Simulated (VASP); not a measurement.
# HfO2 (P4_2/nmc) in VASP: Born charges and dielectric tensor with LDA

Aim: the Born charges and dielectric tensor of HfO2 with LDA.

All numbers are computed with VASP 6.6.1; they aren't measurements. Logs are shortened: lines on timing, memory, paths and dates and some standing lists are left out, and cuts for length are marked.

### Step 1. The crystal as given

Symmetry: P4_2/nmc, No. 137, tetragonal system. The conventional cell has a = 3.524 Å, b = 3.524 Å, c = 5.071 Å, α = 90.00°, β = 90.00°, γ = 90.00°. Hf (site symmetry -4m2) is surrounded by 8 O at 2.05 to 2.31 Å. O (site symmetry 2mm) is surrounded by 4 Hf at 2.05 to 2.31 Å.

Measurements of this composition are mostly on another form, of space group No. 14.

### Step 2. Born charges and dielectric tensor, LDA

Input file INCAR:

```
  PREC = Accurate
  ENCUT = 600
  EDIFF = 1E-8
  ISMEAR = 0
  SIGMA = 0.02
  LREAL = False
  LASPH = True
  NELM = 60
  ALGO = Normal
  ISIF = 2
  LWAVE = False
  LCHARG = False
  GGA = CA
  LEPSILON = True
  IBRION = 8
  NSW = 1
```

Input file KPOINTS:

```
regular mesh
0
Gamma
  4 4 2
```

Input file POSCAR:

```
HfO2
1.0
    3.5236400000      0.0000000000      0.0000000000
    0.0000000000      3.5236400000      0.0000000000
    0.0000000000      0.0000000000      5.0713300000
Hf O
2 4
Direct
    0.5000000000      0.5000000000      0.5000000000
    0.0000000000      0.0000000000      0.0000000000
    0.0000000000      0.5000000000      0.7059300000
    0.5000000000      0.0000000000      0.7940700000
    0.5000000000      0.0000000000      0.2940700000
    0.0000000000      0.5000000000      0.2059300000
```

Potentials or basis: VASP PAW LDA potentials, release 64 (Hf_pv, O).

Run with:

```bash
$ cat potpaw_LDA.64/Hf_pv/POTCAR potpaw_LDA.64/O/POTCAR > POTCAR
$ mpirun -np 1 vasp_std > vasp.out
```

OUTCAR:

```text
PREC = Accurate
   ENCUT = 600
   EDIFF = 1E-8
   ISMEAR = 0
   LREAL = False
   LASPH = True
   NELM = 60
   ISIF = 2
   GGA = CA
   LEPSILON = True
   IBRION = 8
   NSW = 1

 ion  position               nearest neighbor table
   1  0.500  0.500  0.500-   3 2.05   5 2.05   5 2.05   3 2.05   4 2.31   4 2.31   6 2.31   6 2.31
                             2 3.55   2 3.55   2 3.55   2 3.55   2 3.55   2 3.55   2 3.55   2 3.55
   2  0.000  0.000  0.000-   4 2.05   6 2.05   6 2.05   4 2.05   3 2.31   5 2.31   3 2.31   5 2.31
                             1 3.55   1 3.55   1 3.55   1 3.55   1 3.55   1 3.55   1 3.55   1 3.55
   3  0.000  0.500  0.706-   1 2.05   1 2.05   2 2.31   2 2.31
   4  0.500  0.000  0.794-   2 2.05   2 2.05   1 2.31   1 2.31
   5  0.500  0.000  0.294-   1 2.05   1 2.05   2 2.31   2 2.31
   6  0.000  0.500  0.206-   2 2.05   2 2.05   1 2.31   1 2.31

  LATTYP: Found a simple tetragonal cell.
 ALAT       =     3.5236400000
 C/A-ratio  =     1.4392304549

  Lattice vectors:

 A1 = (   3.5236400000,   0.0000000000,   0.0000000000)
 A2 = (   0.0000000000,   3.5236400000,   0.0000000000)
 A3 = (   0.0000000000,   0.0000000000,   5.0713300000)

Analysis of symmetry for initial positions (statically):
=====================================================================
 Subroutine PRICEL returns:
 Original cell was already a primitive cell.

 Routine SETGRP: Setting up the symmetry group for a
 simple tetragonal supercell.

 Subroutine GETGRP returns: Found 16 space group operations
 (whereof  8 operations were pure point group operations)
 out of a pool of 16 trial point group operations.

The static configuration has the point symmetry D_2d.
 The point group associated with its full space group is D_4h.

Analysis of symmetry for dynamics (positions and initial velocities):
=====================================================================
 Subroutine PRICEL returns:
 Original cell was already a primitive cell.

 Routine SETGRP: Setting up the symmetry group for a
 simple tetragonal supercell.

 Subroutine GETGRP returns: Found 16 space group operations
 (whereof  8 operations were pure point group operations)
 out of a pool of 16 trial point group operations.

The dynamic configuration has the point symmetry D_2d.
 The point group associated with its full space group is D_4h.

 Subroutine INISYM returns: Found 16 space group operations
 (whereof  8 operations are pure point group operations),
 and found     1 'primitive' translations

----------------------------------------------------------------------------------------

                                     Primitive cell

  volume of cell :      62.9658

[... 591 lines left out ...]
  z     0.00000     0.00000     0.00000     0.00000     0.00000     0.00000

 PIEZOELECTRIC TENSOR (including local field effects)  for field in x, y, z        (C/m^2)
          XX          YY          ZZ          XY          YZ          ZX
  --------------------------------------------------------------------------------
  x     0.00000    -0.00000     0.00000     0.00000     0.00000     0.00000
  y     0.00000     0.00000    -0.00000     0.00000     0.00000     0.00000
  z     0.00000     0.00000     0.00000     0.00000     0.00000     0.00000

 BORN EFFECTIVE CHARGES (including local field effects) (in |e|, cummulative output)
 ---------------------------------------------------------------------------------
 ion    1
    1     5.54115     0.00000    -0.00000
    2     0.00000     5.54115     0.00000
    3     0.00000     0.00000     5.12905
 ion    2
    1     5.54115     0.00000     0.00000
    2     0.00000     5.54115     0.00000
    3     0.00000     0.00000     5.12905
 ion    3
    1    -3.37175     0.00000     0.00000
    2     0.00000    -2.16940     0.00000
    3     0.00000     0.00000    -2.56453
 ion    4
    1    -3.37175     0.00000     0.00000
    2     0.00000    -2.16940     0.00000
    3     0.00000     0.00000    -2.56453
 ion    5
    1    -2.16940     0.00000     0.00000
    2     0.00000    -3.37175     0.00000
    3     0.00000     0.00000    -2.56453
 ion    6
    1    -2.16940     0.00000     0.00000
    2     0.00000    -3.37175     0.00000
    3     0.00000     0.00000    -2.56453

 INTERNAL STRAIN TENSOR FOR ION    6 for displacements in x,y,z  (eV/Angst):
          X           Y           Z          XY          YZ          ZX
  --------------------------------------------------------------------------------
  x     0.00000     0.00000     0.00000     0.00000     0.00000     4.63667
  y     0.00000     0.00000     0.00000     0.00000   -11.39334     0.00000
  z     5.72000   -12.42172    -8.03663     0.00000     0.00000     0.00000

 SECOND DERIVATIVES (NOT SYMMETRIZED)
 ------------------------------------
               1X          1Y          1Z          2X          2Y          2Z          3X          3Y          3Z          4X          4Y          4Z          5X          5Y          5Z          6X          6Y          6Z
  1X   -10.732765    0.000000    0.000000    0.599762    0.000000    0.000000    9.718929    0.000000    0.000000    0.879186    0.000000    0.000000    1.317332    0.000000    0.000000   -1.782444    0.000000    0.000000
  1Y     0.000000  -10.732765    0.000000    0.000000    0.599762    0.000000    0.000000    1.317332    0.000000    0.000000   -1.782444    0.000000    0.000000    9.718929    0.000000    0.000000    0.879186    0.000000
  1Z     0.000000    0.000000  -26.734702    0.000000    0.000000   16.051674    0.000000    0.000000    6.388649    0.000000    0.000000   -1.047135    0.000000    0.000000    6.388649    0.000000    0.000000   -1.047135
  2X     0.599762    0.000000    0.000000  -10.732765    0.000000    0.000000    0.879186    0.000000    0.000000    9.718929    0.000000    0.000000   -1.782444    0.000000    0.000000    1.317332    0.000000    0.000000
  2Y     0.000000    0.599762    0.000000    0.000000  -10.732765    0.000000    0.000000   -1.782444    0.000000    0.000000    1.317332    0.000000    0.000000    0.879186    0.000000    0.000000    9.718929    0.000000
  2Z     0.000000    0.000000   16.051674    0.000000    0.000000  -26.734702    0.000000    0.000000   -1.047135    0.000000    0.000000    6.388649    0.000000    0.000000   -1.047135    0.000000    0.000000    6.388649
  3X     9.725866    0.000000    0.000000    0.884948    0.000000    0.000000  -19.572093    0.000000    0.000000    7.706049    0.000000    0.000000    0.310721    0.000000    0.000000    0.944509    0.000000    0.000000
  3Y     0.000000    1.311532    0.000000    0.000000   -1.766328    0.000000    0.000000   -6.931322    0.000000    0.000000    6.130542    0.000000    0.000000    0.323877    0.000000    0.000000    0.931699    0.000000
  3Z     0.000000    0.000000    6.385180    0.000000    0.000000   -1.036403    0.000000    0.000000  -15.025933    0.000000    0.000000   -1.489175    0.000000    0.000000    1.329509    0.000000    0.000000    9.836821
  4X     0.884948    0.000000    0.000000    9.725866    0.000000    0.000000    7.706049    0.000000    0.000000  -19.572093    0.000000    0.000000    0.944509    0.000000    0.000000    0.310721    0.000000    0.000000
  4Y     0.000000   -1.766328    0.000000    0.000000    1.311532    0.000000    0.000000    6.130542    0.000000    0.000000   -6.931322    0.000000    0.000000    0.931699    0.000000    0.000000    0.323877    0.000000
  4Z     0.000000    0.000000   -1.036403    0.000000    0.000000    6.385180    0.000000    0.000000   -1.489175    0.000000    0.000000  -15.025933    0.000000    0.000000    9.836821    0.000000    0.000000    1.329509
  5X     1.311532    0.000000    0.000000   -1.766328    0.000000    0.000000    0.323877    0.000000    0.000000    0.931699    0.000000    0.000000   -6.931322    0.000000    0.000000    6.130542    0.000000    0.000000
  5Y     0.000000    9.725866    0.000000    0.000000    0.884948    0.000000    0.000000    0.310721    0.000000    0.000000    0.944509    0.000000    0.000000  -19.572093    0.000000    0.000000    7.706049    0.000000
  5Z     0.000000    0.000000    6.385180    0.000000    0.000000   -1.036403    0.000000    0.000000    1.329509    0.000000    0.000000    9.836821    0.000000    0.000000  -15.025933    0.000000    0.000000   -1.489175
  6X    -1.766328    0.000000    0.000000    1.311532    0.000000    0.000000    0.931699    0.000000    0.000000    0.323877    0.000000    0.000000    6.130542    0.000000    0.000000   -6.931322    0.000000    0.000000
  6Y     0.000000    0.884948    0.000000    0.000000    9.725866    0.000000    0.000000    0.944509    0.000000    0.000000    0.310721    0.000000    0.000000    7.706049    0.000000    0.000000  -19.572093    0.000000
  6Z     0.000000    0.000000   -1.036403    0.000000    0.000000    6.385180    0.000000    0.000000    9.836821    0.000000    0.000000    1.329509    0.000000    0.000000   -1.489175    0.000000    0.000000  -15.025933

 Eigenvectors and eigenvalues of the dynamical matrix
 ----------------------------------------------------

   1 f  =   20.562933 THz   129.200718 2PiTHz  685.905614 cm-1    85.041419 meV
             X         Y         Z           dx          dy          dz
      1.761820  1.761820  2.535665     0.000000    0.000000    0.000000
      0.000000  0.000000  0.000000    -0.000000   -0.000000   -0.000000
      0.000000  1.761820  3.580004    -0.000000   -0.000000   -0.500000
      1.761820  0.000000  4.026991     0.000000    0.000000   -0.500000
      1.761820  0.000000  1.491326    -0.000000   -0.000000    0.500000
      0.000000  1.761820  1.044339     0.000000    0.000000    0.500000
[... 145 lines left out ...]
  18 f/i=    0.008130 THz     0.051080 2PiTHz    0.271177 cm-1     0.033622 meV
             X         Y         Z           dx          dy          dz
      1.761820  1.761820  2.535665    -0.492871    0.426306    0.000000
      0.000000  0.000000  0.000000    -0.492871    0.426306    0.000000
      0.000000  1.761820  3.580004    -0.147349    0.126492    0.000000
      1.761820  0.000000  4.026991    -0.147349    0.126492    0.000000
      1.761820  0.000000  1.491326    -0.146243    0.127449    0.000000
      0.000000  1.761820  1.044339    -0.146243    0.127449    0.000000

--------------------------------------------------------------------------------------------------------

 MACROSCOPIC STATIC DIELECTRIC TENSOR IONIC CONTRIBUTION
 ------------------------------------------------------
          60.835084    -0.000000     0.000000
          -0.000000    60.835084     0.000000
           0.000000     0.000000    14.147302
 ------------------------------------------------------

 ELASTIC MODULI CONTR FROM IONIC RELAXATION (kBar)
 Direction    XX          YY          ZZ          XY          YZ          ZX
 --------------------------------------------------------------------------------
 XX        -785.8899    331.4384   -544.9735      0.0000     -0.0000      0.0000
 YY         331.4384   -785.8899   -544.9735      0.0000     -0.0000     -0.0000
 ZZ        -544.9735   -544.9735  -1307.0531      0.0000     -0.0000      0.0000
 XY           0.0000      0.0000      0.0000      0.0000      0.0000      0.0000
 YZ          -0.0000     -0.0000     -0.0000      0.0000   -683.7047      0.0000
 ZX           0.0000     -0.0000      0.0000      0.0000      0.0000   -694.1559
 --------------------------------------------------------------------------------

 PIEZOELECTRIC TENSOR IONIC CONTR  for field in x, y, z        (C/m^2)
          XX          YY          ZZ          XY          YZ          ZX
  --------------------------------------------------------------------------------
  x     0.00000     0.00000     0.00000     0.00000     0.00000    -0.00000
  y    -0.00000    -0.00000    -0.00000     0.00000     0.00000    -0.00000
  z     0.00000     0.00000     0.00000     0.00000     0.00000    -0.00000
```

Wall time 9.7 min (1 thread of AMD EPYC 7R13 (Zen 3), shared host); peak memory 0.23 GiB.

Results:

| Property | Result |
| --- | --- |
| Band gap on the k mesh | 4.51 eV, indirect (least direct gap 4.64 eV) |
| Electronic dielectric tensor (diagonal) | 5.32, 5.32, 5.18 |
| Born charges (mean of the diagonal) | Hf +5.40; O -2.70 e |
| Highest phonon frequency at Γ, LO-TO splitting left out | 686 cm⁻¹ |

Phonon frequencies in cm⁻¹ (negative: imaginary):
| q point | frequencies |
| --- | --- |
| (0.000, 0.000, 0.000) | 0 0 0 108 108 111 111 237 292 327 467 467 472 472 619 685 685 686 |

Electronic dielectric tensor:
```
5.32 0.00 0.00
0.00 5.32 0.00
0.00 0.00 5.18
```

Born effective charge tensors (e):
atom 1, Hf
```
5.54 0.00 0.00
0.00 5.54 0.00
0.00 0.00 5.13
```
atom 2, Hf
```
5.54 0.00 0.00
0.00 5.54 0.00
0.00 0.00 5.13
```
atom 3, O
```
-3.37  0.00  0.00
 0.00 -2.17  0.00
 0.00  0.00 -2.56
```
atom 4, O
```
-3.37  0.00  0.00
 0.00 -2.17  0.00
 0.00  0.00 -2.56
```
atom 5, O
```
-2.17  0.00  0.00
 0.00 -3.37  0.00
 0.00  0.00 -2.56
```
atom 6, O
```
-2.17  0.00  0.00
 0.00 -3.37  0.00
 0.00  0.00 -2.56
```

Caveat: the k mesh is coarse (spacing up to 0.62 Å⁻¹), so the values aren't converged; spin-orbit coupling is left out, which moves the levels of the heavy elements. A k mesh can miss the band edges.
